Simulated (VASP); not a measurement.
Here is a VASP 6.6.1 calculation.

The input INCAR:

```
SYSTEM = Zn
ALGO     = Fast           ! electronic algorithm
EDIFF    = 1E-6           ! SCF threshold, eV
EDIFFG   = -0.005         ! ionic threshold
ENCUT    = 600            ! plane-wave cutoff, eV
GGA      = PS             ! functional
IBRION   = 2              ! ionic algorithm
ISIF     = 3              ! what is computed and relaxed
ISMEAR   = -1             ! smearing method
LASPH    = .True.         ! aspherical terms in the spheres
LCHARG   = .False.        ! write CHGCAR
LREAL    = .False.        ! projectors in reciprocal space
LWAVE    = .False.        ! write WAVECAR
NELM     = 60             ! most SCF steps
NSW      = 100            ! ionic steps
PREC     = Accurate       ! precision mode
SIGMA    = 0.05           ! smearing width, eV
```

The input KPOINTS:

```
k-points
0
Gamma
  14 14 14
  0 0 0
```

Contents of POSCAR:

```
Zn
1.0
    0.0000000000      1.9647760000      1.9647760000
    1.9647760000      0.0000000000      1.9647760000
    1.9647760000      1.9647760000      0.0000000000
Zn
1
Direct
    0.0000000000      0.0000000000      0.0000000000
```

Potentials or basis: VASP PAW PBE potentials, release 64 (Zn).

Command:

```sh
$ cat potpaw_PBE.64/Zn/POTCAR > POTCAR
$ mpirun -np 1 vasp_std > vasp.out
```

Question: Predict the relaxed volume.

Answer: 14.30 Å³/atom.

Question: Predict the space group after relaxing (to 0.05 Å).

Answer: Fm-3m (No. 225).

Question: Estimate the band gap on the k mesh.

Answer: None (metal or under the smearing width).

Question: Predict the relaxed cell.

Answer: a = 2.724 Å, b = 2.724 Å, c = 2.724 Å, α = 60.00°, β = 60.00°, γ = 60.00°.

Final structure:
```yaml
crystal:
  lattice:
    - [0.00000, 1.92636, 1.92636]
    - [1.92636, 0.00000, 1.92636]
    - [1.92636, 1.92636, 0.00000]
  atoms:
    - { symbol: Zn, position: [0.00000, 0.00000, 0.00000] }
```

Caveat: the PAW data sets were made with another functional, which shifts forces and pressure a little.
